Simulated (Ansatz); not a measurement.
# How much does the functional matter for the cell of HgS?

The starting cell is an entry of the Crystallography Open Database (1963):

```
CELL_PARAMETERS angstrom
0.00000 2.92585 2.92585
2.92585 0.00000 2.92585
2.92585 2.92585 0.00000
ATOMIC_POSITIONS crystal
Hg 0.00000 0.00000 0.00000
S 0.25000 0.25000 0.25000
```

Atoms and cell were relaxed at zero pressure with plane-wave PAW DFT (Ansatz 0.2.0; one set of PAW datasets, made under PBE, for all functionals; 420 eV, r2SCAN 500 eV; 9×9×9 Γ-centred mesh, fermi-dirac occupations of width 0.100 eV; no spin polarisation, no spin-orbit coupling, no dispersion correction), keeping the symmetry (F-43m, No. 216).

Q: Which functional gives the smallest cell, and how wide is the spread?

A: The relaxed conventional cells:

| functional | a (Å) | volume (Å³/atom) | formation energy (eV/atom) |
| --- | --- | --- | --- |
| LDA | 5.812 | 24.54 | -0.187 |
| PBEsol | 5.877 | 25.37 | -0.184 |
| PBE | 5.992 | 26.89 | -0.152 |
| r2SCAN | 5.929 | 26.05 | -0.206 |
| the entry | 5.852 | 25.05 | – |

LDA gives the smallest volume and PBE the largest, 9.5 % more, the usual order, since LDA overbinds and PBE's gradient terms loosen the lattice. Against the entry's volume: LDA -2.0 %, PBEsol +1.3 %, PBE +7.3 %, r2SCAN +4.0 %. No verdict is drawn from this: the entry is old or was flagged in a check, so the entry may be off as well as the functionals. The formation energies span 0.05 eV an atom, lowest under r2SCAN.

Caveats: each relaxation keeps the start's symmetry, so a distorted cell may lie lower; computed cells are at 0 K with fixed nuclei, while the entry holds thermal expansion, often some tenths of a per cent in volume and more in soft crystals; no spin-orbit coupling, which moves formation energies of heavy elements; the relaxed cell lies far from the entry, by an error of the functional or of the entry; formation energies are at zero smearing against the elements' usual phases under the same functional, gases as free molecules, uncorrected.
